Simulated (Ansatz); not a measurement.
Runs of Ansatz 0.2.0 on In. Symmetry: I4/mmm, No. 139, tetragonal system. Conventional cell: a = 3.251 Å, b = 3.251 Å, c = 4.947 Å, α = 90.00°, β = 90.00°, γ = 90.00°. Around In (site symmetry 4/mmm) lie 12 In at 3.25 to 3.38 Å. 

```csv
task,level,potentials or basis,k mesh,cutoff (eV),smearing,gap on the mesh (eV),pressure (GPa)
single point,PBE,"all-electron LAPW, scalar-relativistic",11 × 11 × 11,179,gaussian 0.05 eV,none,(a)
band structure,PBEsol,"all-electron LAPW, inner shells corrected to Dirac's equation",11 × 11 × 11,179,fermi-dirac 0.05 eV,-,-0.9
band structure,PBEsol,"all-electron LAPW, scalar-relativistic",8 × 8 × 8,179,fermi-dirac 0.05 eV,-,(b)
band structure,PBEsol,"all-electron LAPW, scalar-relativistic",11 × 11 × 11,179,fermi-dirac 0.05 eV,-,-0.9
single point,RPBE,"all-electron LAPW, scalar-relativistic",11 × 11 × 11,179,gaussian 0.02 eV,none,3.7
single point,LDA,"all-electron LAPW, scalar-relativistic",11 × 11 × 11,179,gaussian 0.05 eV,none,-2.6
band structure,PBEsol,"all-electron LAPW, non-relativistic",11 × 11 × 11,179,fermi-dirac 0.05 eV,-,-0.6
```

Alike in all rows: no spin polarisation; cell as given; basis error allowed 0.001 eV/atom.

Estimate the missing entries.

(a) 2.0; (b) -1.1.

Caveats: the k mesh is thin for a metal, which can move the energy by tens of meV per atom (some runs); relativity is left out, which matters for the heavier elements (some runs).

A k mesh can miss the band edges, and the runs leave out spin-orbit coupling on In.

A gap of «none» marks a metal or a gap under the smearing width.

Not every run made on this cell is shown here.
